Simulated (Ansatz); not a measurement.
## Electric field gradients in SiO2

The cell is a Materials Project structure (computed, not necessarily an observed phase), taken as it stands.

Space group Cccm (No. 66); a = 10.2855, b = 11.9940, c = 10.0661 Å.

```
site  Wyckoff  site symmetry       x       y       z
 Si1      16m              1  0.6061  0.7850  0.8490
 Si9       4b            222  0.5000  0.0000  0.7500
 O11      16m              1  0.5900  0.9196  0.8407
 O19       8l            ..m  0.5822  0.7444  0.0000
 O23       8h            .2.  0.5000  0.7294  0.7500
 O27       8k            ..2  0.2500  0.2500  0.8021
```

One atom of each set is listed; the run and its k-mesh use a cell of 30 atoms with edges of 7.90, 7.90, 10.07 Å.

The numbers come from a DFT calculation in Ansatz (PBE, plane waves and PAW, scalar-relativistic, 420 eV cutoff, Γ-centred 3×3×3 k-points, Fermi–Dirac smearing 0.02 eV).

Conventions: |V_zz| ≥ |V_yy| ≥ |V_xx|, η = (V_xx − V_yy)/V_zz, C_Q = eQV_zz/h.

¹⁷O: I = 5/2, Q = -25.58 mb. Nuclear quadrupole moments: year-2017 set (Pyykkö).

```json
{"site": "Si1", "atoms": "8", "first shell": "4 O at 1.61–1.62 Å", "V_xx, V_yy, V_zz (10²¹ V/m²)": "0.065, 1.28, -1.35", "η": "0.90", "C_Q (MHz)": "–"}
{"site": "Si9", "atoms": "2", "first shell": "4 O at 1.62 Å", "V_xx, V_yy, V_zz (10²¹ V/m²)": "0.74, 1.26, -2.01", "η": "0.26", "C_Q (MHz)": "–"}
{"site": "O11", "atoms": "8", "first shell": "2 Si at 1.62 Å, angle 133°", "V_xx, V_yy, V_zz (10²¹ V/m²)": "-3.42, -5.17, 8.59", "η": "0.20", "C_Q (MHz)": "-5.32"}
{"site": "O19", "atoms": "4", "first shell": "2 Si at 1.62 Å, angle 140°", "V_xx, V_yy, V_zz (10²¹ V/m²)": "-3.34, -5.79, 9.13", "η": "0.27", "C_Q (MHz)": "-5.65"}
{"site": "O23", "atoms": "4", "first shell": "2 Si at 1.62 Å, angle 131°", "V_xx, V_yy, V_zz (10²¹ V/m²)": "-3.38, -5.40, 8.78", "η": "0.23", "C_Q (MHz)": "-5.43"}
{"site": "O27", "atoms": "4", "first shell": "2 Si at 1.61 Å, angle 146°", "V_xx, V_yy, V_zz (10²¹ V/m²)": "-4.13, -5.20, 9.33", "η": "0.12", "C_Q (MHz)": "-5.77"}
```

At O11, O19, O23 and O27 V_zz runs parallel to the line that joins its two neighbours (within 1°) in each case.

Si has no stable isotope with a ground-state quadrupole moment in the table, so no C_Q is given.

The largest force is 0.5 eV/Å, so the atoms aren't at the calculated equilibrium and relaxing them would move these values.
